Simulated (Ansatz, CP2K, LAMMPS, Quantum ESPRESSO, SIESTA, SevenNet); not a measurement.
**Amorphous SiO2 (96 atoms): relaxed, then solved by several programs**

What does relaxation change in amorphous SiO2 (96 atoms), and how far do other programs agree with plane waves on the relaxed cell?

All numbers are calculated, not measured.

## (1) The cell

The cell holds 96 atoms (32 Si and 64 O), with edges of 11.16, 11.16 and 11.16 Å. Recipe: 96 atoms (32 Si, 64 O) placed at random at 2.3 g/cm³, melted at 5000 K for 10 ps at fixed volume with the Vashishta potential (Vashishta, Kalia, Rino and Ebbsjo, Phys. Rev. B 41, 12197 (1990)). Quenched from 5000 K to 300 K at 50 K/ps and fixed volume, held 5 ps, then minimised at fixed cell. Then the atoms were relaxed with SevenNet l3i5 in the fixed cell. Then the atoms were relaxed with CP2K double zeta, PBE.

**What experiment says.** A silica glass plate was measured by high-energy x-ray diffraction at 20 K and the Si-O distance was taken from the first PDF peak (“Polyhedral units and network connectivity in calcium aluminosilicate glasses from high-energy x-ray diffraction”, 2000, arxiv:cond-mat/0007490): nearest Si–O distance 1.61 Å; number of O about Si 4. The nearest silicon-silicon distance in amorphous silica was obtained by fitting a symmetric peak to the measured radial distribution (as quoted in “New insights into the origin of the first sharp diffraction peak in amorphous silica from an analysis of chemical and radial ordering”, 2024, arxiv:2403.10632): nearest Si–Si distance 3.08 Å; nearest O–O distance 2.63 Å. The mean Si-O-Si angle was obtained by reanalysing earlier high-energy photon diffraction data in combination with published neutron diffraction data on silica glass (“Bond angle distribution in amorphous germania and silica”, 1996, arxiv:chem-ph/9603004): Si–O–Si angle 148.3 °.

## (2) The relaxation

CP2K double zeta (DZVP-MOLOPT-SR, GTH-PBE potentials, 480 Ry; k-points Γ) took 13 geometry steps and reached its thresholds. It started from the geometry that SevenNet l3i5 had relaxed.

Run time: 6.9 min. Hardware: 4 MPI ranks of Arm Neoverse V2, shared host; peak memory 2.4 GiB.

```csv
,before,after
energy (meV/atom),0,-2.6
Si-O bonds under 1.95 Å,126 at 1.635 Å,126 at 1.639 Å
```

Atoms moved by 0.03 Å r.m.s. and 0.05 Å at most, with the common shift taken off.

## (3) Local order after relaxation

Density 2.3 g/cm³, 14.46 Å³ an atom.

g(r), total and by pair (bins of 0.1 Å):

```csv
r (Å),total,O-O,O-Si,Si-Si
1.45,0.00,0.00,0.00,0.00
1.55,0.49,0.00,1.10,0.00
1.65,10.50,0.00,23.60,0.00
1.75,0.32,0.00,0.72,0.00
1.85,0.00,0.00,0.00,0.00
1.95,0.00,0.00,0.00,0.00
2.05,0.06,0.00,0.13,0.00
2.15,0.00,0.00,0.00,0.00
2.25,0.00,0.00,0.00,0.00
2.35,0.00,0.00,0.00,0.00
2.45,0.04,0.09,0.00,0.00
2.55,1.14,2.55,0.00,0.00
2.65,3.11,6.99,0.00,0.00
2.75,1.82,3.88,0.14,0.28
2.85,0.62,1.07,0.00,1.31
2.95,0.72,0.56,0.06,3.98
3.05,0.93,0.64,0.35,4.39
3.15,0.69,0.38,0.54,2.58
3.25,0.64,0.25,0.67,2.04
3.35,0.60,0.77,0.58,0.00
3.45,0.79,0.59,1.13,0.18
3.55,0.86,0.72,1.21,0.00
3.65,0.87,0.53,1.34,0.33
3.75,0.89,0.35,1.61,0.15
3.85,0.95,0.76,1.35,0.15
3.95,1.08,0.73,1.56,0.55
4.05,1.21,0.72,1.84,0.66
4.15,1.36,0.91,1.88,1.12
4.25,1.43,0.98,1.98,1.08
4.35,0.96,0.66,1.26,1.02
4.45,1.03,0.84,1.17,1.20
4.55,0.98,1.17,0.81,0.94
4.65,0.97,1.42,0.57,0.79
4.75,0.81,1.10,0.48,0.95
4.85,0.87,1.26,0.43,1.01
4.95,1.26,1.65,0.81,1.49
5.05,1.00,1.39,0.55,1.26
5.15,0.86,1.16,0.59,0.74
5.25,1.16,1.63,0.57,1.64
5.35,1.00,1.02,0.94,1.13
5.45,1.17,0.98,1.20,1.82
5.55,0.87,0.77,0.87,1.26
```

Bonds by pair of elements; cutoffs follow the first minimum of g(r), held within bounds set by covalent radii, and pairs that aren't listed don't count as bonded:

```csv
pair A-B,cutoff (Å),bonds,mean length (Å),spread (Å),shortest (Å),B about A,A about B
O-Si,1.95,126,1.64,0.027,1.54,1.97,3.94
```

How many atoms have how many bonded neighbours:

```csv
element,mean,1,2,3,4
O,1.97,2,62,0,0
Si,3.94,0,0,2,30
```

Bond angles, per cent of each kind in bins of 5°:

```csv
angle (°),O-Si-O,Si-O-Si
95–100,2.7,0.0
100–105,15.6,0.0
105–110,38.2,0.0
110–115,29.6,1.6
115–120,8.6,1.6
120–125,3.8,9.7
125–130,1.1,12.9
130–135,0.5,17.7
135–140,0.0,9.7
140–145,0.0,11.3
145–150,0.0,6.5
150–155,0.0,9.7
155–160,0.0,6.5
160–165,0.0,9.7
165–170,0.0,1.6
170–175,0.0,1.6
```

Bond angles (no mean is given where the spread exceeds 20°):

```csv
angle,count,mean (°),spread (°)
O-Si-O,186,110,5.8
Si-O-Si,62,141,13.8
```

Oxygen atoms by the number of network formers (Si, P, Ge, B, Al, As, Ga) bound to them:

```csv
network formers bound to O,O atoms,per cent
0,0,0
1,2,3.1
2,62,96.9
```

Network units: each former by its oxygen neighbours and how many of them bridge to another former:

```csv
former,O neighbours,bridging O,atoms
Si,3,2,1
Si,3,3,1
Si,4,3,1
Si,4,4,29
```

Bond length by coordination (bonds to H left out):

```csv
element,coordination,atoms,mean bond length (Å)
O,1,2,1.55
O,2,62,1.64
Si,3,2,1.59
Si,4,30,1.64
```

Rings of the network by King's shortest-path rule, up to 12 atoms, one path for each pair of neighbours; H, halogens, alkali and alkaline-earth atoms are left out, and the last column divides by all other atoms, bonded or not:

```csv
ring size (atoms),rings,per network atom
6,2,0.021
8,6,0.062
10,6,0.062
12,14,0.146
```

First main peaks of g(r), for some of the pairs, lie near 2.7 Å (O-O), 1.6 Å (O-Si) and 3.0 Å (Si-Si). With the cutoffs above, 97 % of O atoms have 2 and 94 % of Si atoms have 4 bonded neighbours. The O-Si-O angle averages 110° with a spread of 6°. 97 % of the oxygens bridge two formers (Si) and 3 % are non-bridging. The commonest Si unit has 4 oxygens, 4 of them shared with other formers (29 of 32 atoms). Rings of 12 atoms are the most common (50 % of those counted); sizes run from 6 to 12, where the search stops.

Calculation beside experiment:

```csv
quantity,measured,this cell,difference,method of the measurement
nearest Si–O distance,1.61 Å,1.64 Å,+1.8 %,"high-energy XRD, PDF Gaussian fit"
nearest Si–Si distance,3.08 Å,3.03 Å,-1.6 %,"diffraction, Gaussian radial peak fit"
nearest O–O distance,2.63 Å,2.67 Å,+1.5 %,"diffraction, Gaussian radial peak fit"
number of O about Si,4,3.94,-1.5 %,"high-energy XRD, PDF Gaussian fit"
Si–O–Si angle,148.3 °,141 °,-5.2 %,"x-ray and neutron diffraction, model fit"
```

The cell differs from the measured distances by up to 1.8 %, neighbour counts by up to 1.5 % and angles by up to 5.2 %. Distances of this cell are positions of the first main peak of g(r), or bond means where the peak is narrow; means over all bonds within a cutoff lie farther out for broad shells. The network descends from the steps of the recipe above, so the comparison tests them together. Our coordination numbers hang on a cutoff, and experiments count neighbours in their own ways.

## (4) The plane-wave reference

Quantum ESPRESSO 7.5: Kohn-Sham DFT, PBE, SSSP efficiency 1.3.0 pseudopotentials, plane waves. Its input for the relaxed cell:

```
&control
  calculation = 'scf'
  pseudo_dir = './pseudo'
  outdir = './tmp'
  disk_io = 'none'
  tprnfor = .true.
  tstress = .true.
/
&system
  ibrav = 0
  nat = 96
  ntyp = 2
  ecutwfc = 60
  ecutrho = 480
  nosym = .true.
  occupations = 'smearing'
  smearing = 'fd'
  degauss = 0.003675
/
&electrons
  conv_thr = 4.8e-07
  electron_maxstep = 100
  mixing_beta = 0.4
  mixing_mode = 'plain'
  diagonalization = 'david'
/
ATOMIC_SPECIES
Si 28.085 Si.upf
O 15.999 O.upf
CELL_PARAMETERS angstrom
11.15510 0.00000 0.00000
0.00000 11.15510 0.00000
0.00000 0.00000 11.15510
ATOMIC_POSITIONS crystal
Si 0.16879 0.49271 0.36591
Si 0.69715 0.77854 0.09849
Si 0.45998 0.12271 0.21915
[... 91 atom lines left out ...]
O 0.80710 0.43964 0.86083
O 0.95964 0.22657 0.17394
K_POINTS gamma
```

Wall time 3.3 min (4 MPI ranks of Arm Neoverse V2, shared host); peak memory 4.8 GiB; 13 min of CPU time.

## (5) Side by side

CPU times are from a shared host and are rough.

| level | basis or training data | k-points | own r.m.s. force (meV/Å) | difference from the reference (meV/Å) | pressure (GPa) | Kohn-Sham gap (eV) | CPU time | memory (GiB) |
| --- | --- | --- | --- | --- | --- | --- | --- | --- |
| QE, PBE | plane waves, SSSP efficiency, 60/480 Ry | Γ | 109 | - | -1.04 | 2.00 | 13 min | 4.8 |
| CP2K triple zeta, PBE | TZV2P-UZH, GTH-PBE potentials, 600 Ry | Γ | 152 | 91 | -2.55 | 1.99 | 16 min | 6.9 |
| SIESTA DZP, PBE | DZP orbitals, shift 0.01 Ry, mesh 400 Ry | Γ | 178 | 200 | 1.30 | 1.63 | 4.8 min | 2.2 |
| SevenNet l3i5 | trained on PBE(+U) plane-wave data | - | 134 | 54 | -1.15 | - | 9.6 s | 1.5 |

The gap is the spacing of the highest filled and lowest empty Kohn-Sham level on the mesh; a dash marks partly filled levels, a spacing under 0.15 eV or a method without such levels.

## (6) Findings

Relaxation in the fixed cell lowers the energy by 3 meV/atom at its own level and moves atoms by up to 0.05 Å. The reference finds an r.m.s. force of 109 meV/Å there and a pressure of -1.04 GPa, at a geometry that CP2K double zeta made. Forces differ from the reference's by 54 meV/Å (SevenNet l3i5), 91 meV/Å (CP2K triple zeta, PBE) and 200 meV/Å (SIESTA DZP, PBE).

CP2K double zeta is at its own minimum here, so the reference's force is itself a measure of how the two differ. Pressures lie -0.1 GPa (SevenNet l3i5), -1.5 GPa (CP2K triple zeta, PBE) and +2.3 GPa (SIESTA DZP, PBE) from the reference's. The highest filled and lowest empty levels lie 2.00 eV apart in the reference, against 1.99 eV in CP2K triple zeta, PBE and 1.63 eV in SIESTA DZP, PBE. With the cutoffs above, 97 % of O atoms have 2 and 94 % of Si atoms have 4 bonded neighbours. 97 % of the oxygens bridge two formers (Si) and 3 % are non-bridging.

**Limits.** The density was set by the recipe and held. One sample of a disordered cell; defect or tail levels can set the gap. Gaps are read on the mesh, which holds the band edges only if they fold onto it, and semilocal functionals tend to put them under measured ones. The quench rate of 50 K/ps is many orders above laboratory rates, so the cell is likely richer in defects and strain than a real sample. The reference samples only Γ, in a cell whose shortest periodic width is 11 Å. The plane-wave runs aren't exact: their cutoffs and mesh weren't converged further here. SIESTA's automatically made basis is far from complete, and its potentials were converted by us (checked for H, C, O, Si, Ge and Ca alone). Where levels are smeared, the DFT runs use Fermi–Dirac occupations at 580 K (0.05 eV), and energies are free energies.

[Logs are printed without paths, hosts, clocks, repeated set-up lines and the standing remarks that a program may print on its own settings, such as how far it seeks lower states.]

[Hosts, paths, dates, database ids (printed as entryN), source tags and the programs' standing remarks are cut or masked in the printed files.]
